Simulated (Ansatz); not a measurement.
Runs of Ansatz 0.2.0 on CaO. The structure is cubic, space group Fm-3m (No. 225). The conventional cell has a = 4.807 Å, b = 4.807 Å, c = 4.807 Å, α = 90.00°, β = 90.00°, γ = 90.00°. Around Ca (site symmetry m-3m) lie 6 O at 2.40 Å. O (site symmetry m-3m) has 6 Ca at 2.40 Å as nearest neighbours. The cell is a database's computed one.

```tsv
task	level	cell	k mesh	smearing	points for each segment of the path	q mesh	atoms under strain	mesh quality	gap on the mesh (eV)	pressure (GPa)	relaxed volume (Å³/atom)
relaxation of cell and atoms	BLYP+D3(BJ)	relaxed	10 × 10 × 10	fermi-dirac 0.05 eV	-	-	-	not flagged	3.75	0.0	13.51
band structure	PBE0	as given	5 × 5 × 5	fermi-dirac 0.05 eV	4	-	-	coarse	6.26	-0.7	-
phonons	LDA	as given	7 × 7 × 7	fixed	8	2 × 2 × 2	-	not flagged	3.58	-	-
relaxation of cell and atoms	BLYP+D4	relaxed	10 × 10 × 10	fermi-dirac 0.05 eV	-	-	-	not flagged	3.75	0.0	(a)
elastic constants	LDA	as given	7 × 7 × 7	fixed	-	-	relaxed	not flagged	3.58	(b)	-
Born charges and dielectric tensor	LDA	as given	10 × 10 × 10	fixed	-	-	-	not flagged	3.49	-	-
```

Alike in all rows: potentials or basis Ansatz PAW; no spin polarisation; cutoff (eV) 420.

Q: Estimate the missing entries.

A: (a) 13.93; (b) -7.0.

Caveats: some runs use coarse meshes; the PAW data sets come from PBE, with cores solved anew for the run's functional, which leaves a small shift of forces and pressure; the plane-wave basis is chosen anew once the cell has moved, so the energies of steps on either side of that aren't comparable (some runs); odd divisions of the mesh miss points on the zone boundary, where band edges often lie, so the gap on the mesh can be too wide (some runs); the k mesh misses the band edges, so the gap on the mesh is wider than the one along the path (some runs); the thresholds are loose for stress (some runs); the cell is more than 3 GPa from zero pressure, which shifts response properties (some runs).

Runs at the PBE level aren't shown here.
